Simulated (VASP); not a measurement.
# SiC (P6_3mc) in VASP: relaxation of cell and atoms with PBE

Aim: the relaxation of cell and atoms of SiC with PBE.

Program: VASP 6.6.1. These are calculated values, not measurements. Logs are shortened: lines on timing, memory, paths and dates and some standing lists are left out, and cuts for length are marked.

**1. The crystal as given**

The structure is hexagonal, space group P6_3mc (No. 186). The conventional cell has a = 3.080 Å, b = 3.080 Å, c = 5.040 Å, α = 90.00°, β = 90.00°, γ = 120.00°. Si (site symmetry 3m) has 4 C at 1.89 Å as nearest neighbours. C (site symmetry 3m) has 4 Si at 1.89 Å as nearest neighbours.

The cell was built by a generator and needn't be a form met in nature.

**2. Relaxation of cell and atoms, PBE**

INCAR reads:

```
SYSTEM = SiC
PREC = Accurate
ENCUT = 600
EDIFF = 1E-6
ISMEAR = -1
SIGMA = 0.05
LREAL = .FALSE.
LASPH = .TRUE.
NELM = 100
ALGO = Fast
ISIF = 3
LWAVE = .FALSE.
LCHARG = .FALSE.
GGA = PE
IBRION = 2
NSW = 40
EDIFFG = -0.02
KPAR = 4
```

KPOINTS reads:

```
regular mesh
0
G
  10 10 6
  0 0 0
```

POSCAR reads:

```
SiC
1.0
    3.0800000000      0.0000000000      0.0000000000
   -1.5400000000      2.6673582437      0.0000000000
    0.0000000000      0.0000000000      5.0400000000
Si C
2 2
Direct
    0.0000000000      0.0000000000      0.0000000000
    0.3333333333      0.6666666667      0.5000000000
    0.0000000000      0.0000000000      0.3750000000
    0.3333333333      0.6666666667      0.8750000000
```

Potentials or basis: VASP PAW PBE potentials, release 64 (Si, C).

The run is started by

```
$ cat potpaw_PBE.64/Si/POTCAR potpaw_PBE.64/C/POTCAR > POTCAR
$ mpirun -np 4 vasp_std > vasp.out
```

OUTCAR:

```text
SYSTEM = SiC
   PREC = Accurate
   ENCUT = 600
   EDIFF = 1E-6
   ISMEAR = -1
   LREAL = .FALSE.
   LASPH = .TRUE.
   NELM = 100
   ISIF = 3
   GGA = PE
   IBRION = 2
   NSW = 40
   EDIFFG = -0.02

 ion  position               nearest neighbor table
   1  0.000  0.000  0.000-   4 1.89   4 1.89   4 1.89   3 1.89   2 3.08   2 3.08   2 3.08   2 3.08
                             2 3.08   2 3.08
   2  0.333  0.667  0.500-   3 1.89   3 1.89   3 1.89   4 1.89   1 3.08   1 3.08   1 3.08   1 3.08
                             1 3.08   1 3.08
   3  0.000  0.000  0.375-   2 1.89   2 1.89   2 1.89   1 1.89
   4  0.333  0.667  0.875-   1 1.89   1 1.89   1 1.89   2 1.89

  LATTYP: Found a hexagonal cell.
 ALAT       =     3.0800000000
 C/A-ratio  =     1.6363636364

  Lattice vectors:

 A1 = (   3.0800000000,   0.0000000000,   0.0000000000)
 A2 = (  -1.5400000000,   2.6673582437,   0.0000000000)
 A3 = (   0.0000000000,   0.0000000000,   5.0400000000)

Analysis of symmetry for initial positions (statically):
=====================================================================
 Subroutine PRICEL returns:
 Original cell was already a primitive cell.

 Routine SETGRP: Setting up the symmetry group for a
 hexagonal supercell.

 Subroutine GETGRP returns: Found 12 space group operations
 (whereof  6 operations were pure point group operations)
 out of a pool of 24 trial point group operations.

The static configuration has the point symmetry C_3v.
 The point group associated with its full space group is C_6v.

Analysis of symmetry for dynamics (positions and initial velocities):
=====================================================================
 Subroutine PRICEL returns:
 Original cell was already a primitive cell.

 Routine SETGRP: Setting up the symmetry group for a
 hexagonal supercell.

 Subroutine GETGRP returns: Found 12 space group operations
 (whereof  6 operations were pure point group operations)
 out of a pool of 24 trial point group operations.

The dynamic configuration has the point symmetry C_3v.
 The point group associated with its full space group is C_6v.

 Subroutine INISYM returns: Found 12 space group operations
 (whereof  6 operations are pure point group operations),
 and found     1 'primitive' translations

----------------------------------------------------------------------------------------

                                     Primitive cell

  volume of cell :      41.4059

  direct lattice vectors                    reciprocal lattice vectors
[... 116 lines left out ...]
   GGA     = PE    functional components
   LHFCALC =     F    Hartree Fock is set to
   AEXX    =    0.0000 exact exchange contribution
   IVDW    =     0    specifies the selected vdW correction
   LEPSILON=     F    determine dielectric tensor
   LRPA    =     F    only Hartree local field effects (RPA)
 conjugate gradient relaxation of ions
 non-spin polarized calculation
 RMM-DIIS sequential band-by-band and
  energy-cutoff  :      600.00
  volume of cell :       41.41
 maximum number of plane-waves:      1396
 NGX is ok and might be reduce to    28
   NGX = 13   NGY = 13   NGZ = 21

--------------------------------------- Ionic step        1  -------------------------------------------

 number of electron      16.0000001 magnetization

 Free energy of the ion-electron system (eV)
  ---------------------------------------------------
  ext. energy  EPLUGINS =         0.00000000
  ---------------------------------------------------
  free energy    TOTEN  =       -30.10613355 eV

  energy without entropy =      -30.10613355  energy(sigma->0) =      -30.10613355

------------------------ aborting loop because EDIFF is reached ----------------------------------------

  FORCE on cell =-STRESS in cart. coord.  units (eV):
  Direction    XX          YY          ZZ          XY          YZ          ZX
  --------------------------------------------------------------------------------------
  -------------------------------------------------------------------------------------
  Total        0.5956211      0.5956211      1.1291442      0.0000000      0.0000000      0.0000000
  in kB       23.0471940     23.0471940     43.6915444      0.0000000      0.0000000      0.0000000
  external PRESSURE =      29.9286442 kB  Pullay stress =       0.0000000 kB
[... 63 lines left out ...]
--------------------------------------- Ionic step        3  -------------------------------------------

 number of electron      16.0000000 magnetization

 Free energy of the ion-electron system (eV)
  ---------------------------------------------------
  ext. energy  EPLUGINS =         0.00000000
  ---------------------------------------------------
  free energy    TOTEN  =       -30.11229669 eV

  energy without entropy =      -30.11229669  energy(sigma->0) =      -30.11229669

 E-fermi :   9.0656     XC(G=0): -11.2873

 val. band max:        8.0938110227   @ k =   0.0000   0.0000   0.0000
 cond. band min:      10.5527532639   @ k =   0.3000   0.3000   0.0000
 fundamental gap:      2.4589422412
 Fermi energy:         9.0655913391

 k-point     1 :       0.0000    0.0000    0.0000
  band No.  band energies     occupation
      1      -7.3584      2.00000
      2      -3.8478      2.00000
      3      -0.5168      2.00000
      4       6.7854      2.00000
      5       6.7854      2.00000
      6       7.9885      2.00000
      7       8.0938      2.00000
      8       8.0938      2.00000
      9      12.7809      0.00000
     10      14.1488      0.00000
     11      14.6782      0.00000
     12      14.6782      0.00000
[... 331 lines left out ...]
 k-point    24 :       0.4000    0.1000    0.1667
  band No.  band energies     occupation
      1      -4.1029      2.00000
      2      -2.5153      2.00000
      3       0.1295      2.00000
      4       1.6882      2.00000
      5       3.2500      2.00000
      6       4.3038      2.00000
      7       5.5253      2.00000
      8       6.1538      2.00000
      9      11.7992      0.00000
     10      12.0674      0.00000
     11      15.0100      0.00000
     12      15.4830      0.00000

 [... further k-points ...]

------------------------ aborting loop because EDIFF is reached ----------------------------------------

  FORCE on cell =-STRESS in cart. coord.  units (eV):
  Direction    XX          YY          ZZ          XY          YZ          ZX
  --------------------------------------------------------------------------------------
  -------------------------------------------------------------------------------------
  Total        0.0314781      0.0314781     -0.0135245      0.0000000      0.0000000      0.0000000
  in kB        1.2017759      1.2017759     -0.5163394      0.0000000      0.0000000      0.0000000
  external PRESSURE =       0.6290708 kB  Pullay stress =       0.0000000 kB
[... 19 lines left out ...]
  FREE ENERGIE OF THE ION-ELECTRON SYSTEM (eV)
  ---------------------------------------------------
  free  energy   TOTEN  =       -30.1122966868 eV

  energy  without entropy=      -30.1122966867  energy(sigma->0) =      -30.11229669

 reached required accuracy - stopping structural energy minimisation
```

Run time: 15 s. Hardware: 4 MPI ranks of AMD EPYC 9R45 (Zen 5), shared host; peak memory 0.17 GiB.

Results:

```yaml
Free_energy: -30.1123 eV
Relaxed_volume: 10.49 Å³/atom
Relaxed_cell: a = 3.091 Å, b = 3.091 Å, c = 5.073 Å, α = 90.00°, β = 90.00°, γ = 120.00°
Space_group_after_relaxing_to_0.05_Å: P6_3mc (No. 186)
Energy_gained_by_relaxing: 1.5 meV/atom
Ionic_steps: 3
Pressure_after_relaxing: 0.1 GPa
Largest_force_after_relaxing: 0.014 eV/Å
Band_gap_on_the_k_mesh: 2.46 eV, indirect (least direct gap 3.95 eV)
```

Forces in eV/Å, atoms in the order of the input:
```
Si   0.000  0.000  0.014
Si   0.000  0.000  0.014
C    0.000  0.000 -0.014
C    0.000  0.000 -0.014
```

Stress tensor (GPa, compression positive):
```
 0.12  0.00  0.00
 0.00  0.12  0.00
 0.00  0.00 -0.05
```

The path:
```
step  energy change (eV)  largest force (eV/Å)  pressure (GPa)  volume (Å³)
   1              0.0000                0.1039            2.99        41.41
   2              0.0007                0.1218           -2.89        42.57
   3             -0.0062                0.0136            0.06        41.97
```

Final structure:
```xyz
4
Lattice="3.0906 0.0000 0.0000 -1.5453 2.6766 0.0000 0.0000 0.0000 5.0730" Properties=species:S:1:pos:R:3 pbc="T T T"
Si    0.0000    0.0000    5.0706
Si    0.0000    1.7844    2.5340
C     0.0000    0.0000    1.9048
C     0.0000    1.7844    4.4414
```

Levels at points of the mesh, in eV from the valence-band top:
```
           k point  band 5  band 6  band 7  band 8  band 9  band 10  band 11  band 12
(0.00, 0.00, 0.00)   -1.31   -0.11    0.00    0.00    4.69     6.05     6.58     6.58
(0.50, 0.00, 0.00)   -5.37   -3.29   -3.24   -1.19    2.76     4.21     6.77     7.08
(0.00, 0.00, 0.50)   -0.71   -0.71   -0.71   -0.71    5.78     5.78     7.27     7.27
(0.50, 0.00, 0.50)   -2.42   -2.42   -2.31   -2.31    3.26     3.26     5.20     5.20
```
